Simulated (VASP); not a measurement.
Input of a VASP 6.6.1 run:

INCAR

```
  PREC = Accurate
  ENCUT = 600
  EDIFF = 1E-6
  ISMEAR = -1
  SIGMA = 0.05
  LREAL = F
  LASPH = T
  NELM = 60
  ALGO = Fast
  ISIF = 3
  LWAVE = F
  LCHARG = F
  GGA = PE
  IBRION = 2
  NSW = 40
  EDIFFG = -0.02
```

File KPOINTS:

```
regular mesh
0
Gamma
  9 9 9
```

The input POSCAR:

```
Bi
1.0
   -1.9814305318      1.9814305318      1.9814305318
    1.9814305318     -1.9814305318      1.9814305318
    1.9814305318      1.9814305318     -1.9814305318
Bi
1
Direct
    0.0000000000      0.0000000000      0.0000000000
```

Potentials or basis: VASP PAW PBE potentials, release 64 (Bi_d).

Launch:

```console
$ cat potpaw_PBE.64/Bi_d/POTCAR > POTCAR
$ mpirun -np 1 vasp_std > vasp.out
```

(1) Predict the band gap on the k mesh.

(2) Estimate the relaxed volume.

(3) Estimate the space group after relaxing (to 0.05 Å).

(4) Predict the relaxed cell.

Answers

(1) none (metal or under the smearing width).

(2) 31.60 Å³/atom.

(3) Im-3m (No. 229).

(4) a = 3.450 Å, b = 3.450 Å, c = 3.450 Å, α = 109.47°, β = 109.47°, γ = 109.47°.

Caveat: spin-orbit coupling is left out, which moves the levels of the heavy elements.
